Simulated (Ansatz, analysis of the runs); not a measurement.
# Conductance against twist: 4,4'-biphenylene with amine ends, rings twisted by 0 degrees, between Au (111) faces with adatoms, and onwards, part 3 of 4

Aim: how does the conductance follow the angle between the two rings?

Ansatz 0.2.0; DFT PBE, plane waves, PAW; transmission of a junction between electrodes.

So far, conductance of the junction (G₀): step 2 (transmission, twist 0 degree) 0.0129; step 4 (twist 20 degree) 0.0118; step 6 (another cell, twist 40 degree) 0.00851.

## 8. The open system, twist 60 degree

This step: DFT PBE, plane waves, PAW; transmission of a junction between electrodes (Ansatz 0.2.0).

One ring is turned to 60°, with its anchor, and the junction is built anew at the same bond lengths.

The cell differs from the one that the last finished run ended in (c 32.748 → 32.629 Å).

Contents of input.yaml:

```yaml
crystal:
  lattice:
    - [8.8246926292, 0.0, 0.0]
    - [4.4123463146, 7.6424079975, 0.0]
    - [0.0, 0.0, 32.629020272]
  atoms:
    - { symbol: Au, position: [0.722222222, 0.722222222, 0.0] }
    - { symbol: Au, position: [0.722222222, 0.055555556, 0.0] }
    - { symbol: Au, position: [0.722222222, 0.388888889, 0.0] }
    - { symbol: Au, position: [0.055555556, 0.722222222, 0.0] }
    - { symbol: Au, position: [0.055555556, 0.055555556, 0.0] }
    - { symbol: Au, position: [0.055555556, 0.388888889, 0.0] }
    - { symbol: Au, position: [0.388888889, 0.722222222, 0.0] }
    - { symbol: Au, position: [0.388888889, 0.055555556, 0.0] }
    - { symbol: Au, position: [0.388888889, 0.388888889, 0.0] }
    - { symbol: Au, position: [0.833333333, 0.833333333, 0.073608619] }
    - { symbol: Au, position: [0.833333333, 0.166666667, 0.073608619] }
    - { symbol: Au, position: [0.833333333, 0.5, 0.073608619] }
    - { symbol: Au, position: [0.166666667, 0.833333333, 0.073608619] }
    - { symbol: Au, position: [0.166666667, 0.166666667, 0.073608619] }
    - { symbol: Au, position: [0.166666667, 0.5, 0.073608619] }
    - { symbol: Au, position: [0.5, 0.833333333, 0.073608619] }
    - { symbol: Au, position: [0.5, 0.166666667, 0.073608619] }
    - { symbol: Au, position: [0.5, 0.5, 0.073608619] }
    - { symbol: Au, position: [0.944444444, 0.944444444, 0.147217238] }
    - { symbol: Au, position: [0.944444444, 0.277777778, 0.147217238] }
    - { symbol: Au, position: [0.944444444, 0.611111111, 0.147217238] }
    - { symbol: Au, position: [0.277777778, 0.944444444, 0.147217238] }
    - { symbol: Au, position: [0.277777778, 0.277777778, 0.147217238] }
    - { symbol: Au, position: [0.277777778, 0.611111111, 0.147217238] }
    - { symbol: Au, position: [0.611111111, 0.944444444, 0.147217238] }
    - { symbol: Au, position: [0.611111111, 0.277777778, 0.147217238] }
    - { symbol: Au, position: [0.611111111, 0.611111111, 0.147217238] }
    - { symbol: Au, position: [0.055555556, 0.055555556, 0.220825857] }
    - { symbol: Au, position: [0.055555556, 0.388888889, 0.220825857] }
    - { symbol: Au, position: [0.055555556, 0.722222222, 0.220825857] }
[... 7 lines left out ...]
    - { symbol: "N", position: [0.240728215, 0.631240934, 0.319612041] }
    - { symbol: C, position: [0.278675472, 0.641568518, 0.360808585] }
    - { symbol: C, position: [0.299824023, 0.779610507, 0.374496181] }
    - { symbol: C, position: [0.352751429, 0.783107529, 0.414770238] }
    - { symbol: C, position: [0.391593795, 0.645479817, 0.442038997] }
    - { symbol: C, position: [0.377639535, 0.503487401, 0.427401672] }
    - { symbol: C, position: [0.32449263, 0.500561773, 0.387118193] }
    - { symbol: C, position: [0.447477844, 0.649047303, 0.484352305] }
    - { symbol: C, position: [0.610429882, 0.518348006, 0.498989645] }
    - { symbol: C, position: [0.663083432, 0.52217625, 0.539273135] }
    - { symbol: C, position: [0.55691429, 0.659330292, 0.565582749] }
    - { symbol: C, position: [0.391424327, 0.785457839, 0.551895157] }
    - { symbol: C, position: [0.338372139, 0.782189399, 0.511621083] }
    - { symbol: "N", position: [0.603209097, 0.654380529, 0.606779304] }
    - { symbol: H, position: [0.188508199, 0.553205539, 0.314629687] }
    - { symbol: H, position: [0.171150782, 0.749498049, 0.305737494] }
    - { symbol: H, position: [0.275478681, 0.886292058, 0.353927726] }
    - { symbol: H, position: [0.366693317, 0.893453953, 0.424491871] }
    - { symbol: H, position: [0.408263627, 0.393062004, 0.447370125] }
    - { symbol: H, position: [0.318859198, 0.386644841, 0.376608085] }
    - { symbol: H, position: [0.698475121, 0.411588263, 0.479021186] }
    - { symbol: H, position: [0.78862876, 0.416633107, 0.549783292] }
    - { symbol: H, position: [0.301476968, 0.887951599, 0.572463604] }
    - { symbol: H, position: [0.208848465, 0.883377404, 0.501899444] }
    - { symbol: H, position: [0.734311408, 0.588047887, 0.611761624] }
    - { symbol: H, position: [0.543221363, 0.773249752, 0.620653883] }
[... 29 lines left out ...]
    - { symbol: Au, position: [0.611111111, 0.944444444, 0.926391381] }
    - { symbol: Au, position: [0.611111111, 0.277777778, 0.926391381] }
    - { symbol: Au, position: [0.944444444, 0.611111111, 0.926391381] }
    - { symbol: Au, position: [0.944444444, 0.944444444, 0.926391381] }
    - { symbol: Au, position: [0.944444444, 0.277777778, 0.926391381] }
    - { symbol: Au, position: [0.277777778, 0.611111111, 0.926391381] }
    - { symbol: Au, position: [0.277777778, 0.944444444, 0.926391381] }
    - { symbol: Au, position: [0.277777778, 0.277777778, 0.926391381] }
kpoints:
  mp_grid: { grid: [4, 4, 1] }
scf:
  occupations: { method: fermi_dirac, width: 0.1 }
hamiltonian:
  xc: pbe
output:
  transmission: { leads: [[91, 0]], e_range: [-0.7, 0.7], de: 0.035, kmesh: [4, 4] }
  dos: { projected: true, e_range: [-5, 4] }
  write_potential: true
  write_density: true
  volumetric_format: npy
```

Run with:

```sh
ansatz run input.yaml --threads 16 --pin off --max-ram 61440MiB --backend cuda --events-out ev --progress --plain --runs-dir out --max-vram 78GiB
```

Numbers of over 12 decimals in the logs are rounded to 6 here.

Output:

```text
[...]
Crystal: 100 atoms, lattice volume = 2200.563 Å³
Basis set: ecut = 420 eV, 42931 PW (Γ)
Bands: 886, of which v1, the nominal top of the filled ones, is band 738 counted from 1 (737 counted from 0)
Symmetry: 1 space group operations
[...]
k-points: 10 of 16 (time reversal used)
[...]
transmission: 459 of 510 steps passed
[...]
SCF converged after 10 iterations
[...]
--- Transmission ---
  basis      : 595 plane waves across, 51 finite elements along
  points     : 10, standing for a mesh of 4 x 4
  on the GPU : 10 of these points
[...]
filled         : 0.1 meV over the level at which it is neutral
    channels       : 7.687500e0 a spin
[...]
junction   : crystal 0 to crystal 0, -0.50 to 29.72 Å
    transmission   : 4.192466e-3 a spin
[...]
resistance     : 2.0582e0 Ω µm² beyond half of each lead's own
```

Elapsed: 4 min, on 1 × NVIDIA GB200 with 16 threads of Arm Neoverse V2, shared host; peak memory 18 GiB; 29 min of CPU time.

The conductance is 0.00423 G₀. The conductance is 0.50 times that of the last run that gave one. The lead's Hamiltonian steps by 24.1 meV, which the program lets pass, though it counts in the error estimate. The largest term of the program's error estimate is 34 %, from band edges of the leads and from resonances.

## 9. Landauer integrals

This step: Landauer integrals over the computed T(E), interpolated linearly between its energies (analysis of the runs above).

T(E) held rigid; rough near sharp steps of T(E). Conductance at 300 K against shift of the leads' level:

```csv
shift of the leads' level (eV),conductance at 300 K (G₀)
-0.350,0.00937
-0.300,0.00808
-0.250,0.00714
-0.200,0.00637
-0.150,0.00573
-0.100,0.00516
-0.050,0.00466
0.000,0.00422
0.050,0.00385
0.100,0.00355
0.150,0.00331
0.200,0.00298
0.250,0.00230
0.300,0.00177
0.350,0.00152
```

The thermopower is 13.9 μV/K. The Lorenz ratio is 1.01, where the Wiedemann-Franz law gives 1. These values rest on a semilocal level alignment and on the mesh across the current. Moving the level by up to 0.1 eV either way gives 11 to 15 μV/K.

## 10. Transmission, twist 75 degree

This step: DFT PBE, plane waves, PAW; transmission of a junction between electrodes (Ansatz 0.2.0).

One ring is turned to 75°, with its anchor, and the junction is built anew at the same bond lengths.

The cell differs from the one that the last finished run ended in (c 32.629 → 32.520 Å).

Contents of input.yaml:

```yaml
crystal:
  lattice:
    - [8.8246926292, 0.0, 0.0]
    - [4.4123463146, 7.6424079975, 0.0]
    - [0.0, 0.0, 32.5197004435]
  atoms:
    - { symbol: Au, position: [0.722222222, 0.722222222, 0.0] }
    - { symbol: Au, position: [0.722222222, 0.055555556, 0.0] }
    - { symbol: Au, position: [0.722222222, 0.388888889, 0.0] }
    - { symbol: Au, position: [0.055555556, 0.722222222, 0.0] }
    - { symbol: Au, position: [0.055555556, 0.055555556, 0.0] }
    - { symbol: Au, position: [0.055555556, 0.388888889, 0.0] }
    - { symbol: Au, position: [0.388888889, 0.722222222, 0.0] }
    - { symbol: Au, position: [0.388888889, 0.055555556, 0.0] }
    - { symbol: Au, position: [0.388888889, 0.388888889, 0.0] }
    - { symbol: Au, position: [0.833333333, 0.833333333, 0.073856065] }
    - { symbol: Au, position: [0.833333333, 0.166666667, 0.073856065] }
    - { symbol: Au, position: [0.833333333, 0.5, 0.073856065] }
    - { symbol: Au, position: [0.166666667, 0.833333333, 0.073856065] }
    - { symbol: Au, position: [0.166666667, 0.166666667, 0.073856065] }
    - { symbol: Au, position: [0.166666667, 0.5, 0.073856065] }
    - { symbol: Au, position: [0.5, 0.833333333, 0.073856065] }
    - { symbol: Au, position: [0.5, 0.166666667, 0.073856065] }
    - { symbol: Au, position: [0.5, 0.5, 0.073856065] }
    - { symbol: Au, position: [0.944444444, 0.944444444, 0.147712131] }
    - { symbol: Au, position: [0.944444444, 0.277777778, 0.147712131] }
    - { symbol: Au, position: [0.944444444, 0.611111111, 0.147712131] }
    - { symbol: Au, position: [0.277777778, 0.944444444, 0.147712131] }
    - { symbol: Au, position: [0.277777778, 0.277777778, 0.147712131] }
    - { symbol: Au, position: [0.277777778, 0.611111111, 0.147712131] }
    - { symbol: Au, position: [0.611111111, 0.944444444, 0.147712131] }
    - { symbol: Au, position: [0.611111111, 0.277777778, 0.147712131] }
    - { symbol: Au, position: [0.611111111, 0.611111111, 0.147712131] }
    - { symbol: Au, position: [0.055555556, 0.055555556, 0.221568196] }
    - { symbol: Au, position: [0.055555556, 0.388888889, 0.221568196] }
    - { symbol: Au, position: [0.055555556, 0.722222222, 0.221568196] }
[... 7 lines left out ...]
    - { symbol: "N", position: [0.234817519, 0.635900499, 0.317718746] }
    - { symbol: C, position: [0.26426178, 0.653373953, 0.359277445] }
    - { symbol: C, position: [0.282441759, 0.793850285, 0.372475886] }
    - { symbol: C, position: [0.327037104, 0.804366379, 0.413275541] }
    - { symbol: C, position: [0.360367788, 0.671455074, 0.441637691] }
    - { symbol: C, position: [0.349568537, 0.526880401, 0.427570389] }
    - { symbol: C, position: [0.30475543, 0.516933773, 0.386756476] }
    - { symbol: C, position: [0.407497538, 0.682397622, 0.484506164] }
    - { symbol: C, position: [0.580056822, 0.580394819, 0.498573481] }
    - { symbol: C, position: [0.624348362, 0.591136252, 0.539387402] }
    - { symbol: C, position: [0.498783987, 0.707824801, 0.566866436] }
    - { symbol: C, position: [0.325461534, 0.803838349, 0.553667996] }
    - { symbol: C, position: [0.280681851, 0.793603429, 0.512868325] }
    - { symbol: "N", position: [0.540339841, 0.706836147, 0.608425147] }
    - { symbol: H, position: [0.183777427, 0.556871417, 0.312667445] }
    - { symbol: H, position: [0.16807931, 0.751661736, 0.302608483] }
    - { symbol: H, position: [0.262242963, 0.896986214, 0.3511113] }
    - { symbol: H, position: [0.338860482, 0.916443154, 0.422577839] }
    - { symbol: H, position: [0.376162238, 0.419910658, 0.44840752] }
    - { symbol: H, position: [0.301391758, 0.4011688, 0.376754683] }
    - { symbol: H, position: [0.682290932, 0.490987231, 0.477736347] }
    - { symbol: H, position: [0.758634513, 0.507330266, 0.54938924] }
    - { symbol: H, position: [0.222888321, 0.88784876, 0.575032574] }
    - { symbol: H, position: [0.144371718, 0.871286747, 0.503566021] }
    - { symbol: H, position: [0.667870654, 0.669267442, 0.613476415] }
    - { symbol: H, position: [0.457627397, 0.818888417, 0.623535439] }
[... 29 lines left out ...]
    - { symbol: Au, position: [0.611111111, 0.944444444, 0.926143935] }
    - { symbol: Au, position: [0.611111111, 0.277777778, 0.926143935] }
    - { symbol: Au, position: [0.944444444, 0.611111111, 0.926143935] }
    - { symbol: Au, position: [0.944444444, 0.944444444, 0.926143935] }
    - { symbol: Au, position: [0.944444444, 0.277777778, 0.926143935] }
    - { symbol: Au, position: [0.277777778, 0.611111111, 0.926143935] }
    - { symbol: Au, position: [0.277777778, 0.944444444, 0.926143935] }
    - { symbol: Au, position: [0.277777778, 0.277777778, 0.926143935] }
kpoints:
  mp_grid: { grid: [4, 4, 1] }
scf:
  occupations: { method: fermi_dirac, width: 0.1 }
hamiltonian:
  xc: pbe
output:
  transmission: { leads: [[91, 0]], e_range: [-0.7, 0.7], de: 0.035, kmesh: [4, 4] }
  dos: { projected: true, e_range: [-5, 4] }
  write_potential: true
  write_density: true
  volumetric_format: npy
```

Output:

```text
[...]
Crystal: 100 atoms, lattice volume = 2193.190 Å³
Basis set: ecut = 420 eV, 42823 PW (Γ)
Bands: 886, of which v1, the nominal top of the filled ones, is band 738 counted from 1 (737 counted from 0)
Symmetry: 1 space group operations
[...]
k-points: 10 of 16 (time reversal used)
[...]
transmission: 459 of 510 steps passed
[...]
SCF converged after 10 iterations
[...]
--- Transmission ---
  basis      : 595 plane waves across, 51 finite elements along
  points     : 10, standing for a mesh of 4 x 4
[...]
filled         : 0.4 meV over the level at which it is neutral
    channels       : 7.687500e0 a spin
[...]
junction   : crystal 0 to crystal 0, -0.50 to 29.62 Å
    transmission   : 1.355943e-3 a spin
[...]
resistance     : 6.3666e0 Ω µm² beyond half of each lead's own
```

The job ended after 8.9 min (1 × NVIDIA GB200 with 16 threads; peak memory 18 GiB).

Table of transmission, one spin by energy, zero at the Fermi level:

| energy (eV) | transmission, one spin |
| --- | --- |
| -0.700 | 0.0140 |
| -0.630 | 0.0109 |
| -0.560 | 0.00964 |
| -0.490 | 0.00607 |
| -0.420 | 0.00397 |
| -0.350 | 0.00305 |
| -0.315 | 0.00276 |
| -0.245 | 0.00232 |
| -0.175 | 0.00198 |
| -0.105 | 0.00170 |
| -0.035 | 0.00146 |
| 0.000 | 0.00136 |
| 0.035 | 0.00127 |
| 0.105 | 0.00112 |
| 0.175 | 0.00102 |
| 0.210 | 0.00112 |
| 0.245 | 6.4e-4 |
| 0.315 | 4.9e-4 |
| 0.350 | 4.6e-4 |
| 0.420 | 4.0e-4 |
| 0.490 | 3.6e-4 |
| 0.560 | 3.3e-4 |
| 0.630 | 3.1e-4 |
| 0.700 | 3.0e-4 |

The conductance is 0.00137 G₀. The conductance is 0.32 times that of the last run that gave one. The lead's Hamiltonian steps by 22.7 meV, which the program lets pass, though it counts in the error estimate. The largest term of the program's error estimate is 83 %, from band edges of the leads and from resonances.

## 11. Landauer integrals

This step: Landauer integrals over the computed T(E), interpolated linearly between its energies (analysis of the runs above).

T(E) held rigid; rough near sharp steps of T(E). The conductance at 300 K by shift of the leads' level:

```csv
shift of the leads' level (eV),conductance at 300 K (G₀)
-0.350,0.00316
-0.300,0.00270
-0.250,0.00237
-0.200,0.00211
-0.150,0.00188
-0.100,0.00169
-0.050,0.00152
0.000,0.00137
0.050,0.00124
0.100,0.00114
0.150,0.00106
0.200,9.5e-4
0.250,7.3e-4
0.300,5.5e-4
0.350,4.7e-4
```

The thermopower is 14.7 μV/K. The Lorenz ratio is 1.01, where the Wiedemann-Franz law gives 1. These values rest on a semilocal level alignment and on the mesh across the current. Moving the level by up to 0.1 eV either way gives 12 to 16 μV/K.

(Part 3 of 4 ends here.)

[Logs are printed without paths, hosts, clocks, repeated set-up lines and the standing remarks that a program may print on its own settings, such as how far it seeks lower states.]

[Hosts, paths, dates, database ids (printed as entryN), source tags and the programs' standing remarks are cut or masked in the printed files.]
